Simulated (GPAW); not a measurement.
Input of a GPAW 26.7.0 run:

run.py

```python
from ase.dft.bandgap import bandgap
from ase.io import read, write
from ase.units import GPa
from gpaw import GPAW, PW

atoms = read('GaN.xyz')

calc = GPAW(mode=PW(650),
            xc='LDA',
            kpts={'size': (8, 8, 8), 'gamma': True},
            occupations={'name': 'fermi-dirac', 'width': 0.05},
            nbands=11,
            convergence={'density': 1e-05, 'energy': 1e-05},
            maxiter=80,
            txt='gpaw.txt')
atoms.calc = calc
energy = atoms.get_potential_energy()
forces = atoms.get_forces()
stress = atoms.get_stress()
calc.write('gs.gpw')
write('result.traj', atoms)
print(f'Energy: {energy:.6f} eV')
print('Forces (eV/A):')
print(forces.round(4))
print('Stress (GPa):', (stress / GPa).round(3))
print('Fermi level:', round(calc.get_fermi_level(), 4), 'eV')
print(f'Gap: {bandgap(calc)[0]:.4f} eV, direct: {bandgap(calc, direct=True)[0]:.4f} eV')
```

GaN.xyz

```xyz
2
Lattice="0.0000000000 2.2535006075 2.2535006075 2.2535006075 0.0000000000 2.2535006075 2.2535006075 2.2535006075 0.0000000000" Properties=species:S:1:pos:R:3 pbc="T T T"
Ga     0.0000000000      0.0000000000      0.0000000000
N      1.1267503038      1.1267503038      1.1267503038
```

Potentials or basis: the program's PAW data sets (release 1.2.1) made for this functional, pw.

Launch:

```bash
$ OMP_NUM_THREADS=1 python run.py
```

Q: Estimate the band gap on the k mesh.

A: 1.87 eV, direct.

Q: What does it give for the pressure?

A: -2.4 GPa.

Caveat: the cutoff is short for stress and forces, so pressures can be off by a GPa or more.

**The experiment to reproduce.**

From a printed reference work, textbook, for a bulk crystal of GaN at 0 K: band gap 3.299 eV (direct).

Measured gap of GaN: 3.299 eV (direct; 0 K; a printed reference work, textbook). This calculation gives 1.87 eV (-1.43 eV). Spin-orbit coupling on Ga is left out. The value is that of LDA, without temperature or zero-point motion. Semilocal functionals fall short of measured gaps as a rule. The cell is a database's relaxed one, not the measured one, which moves gaps too.
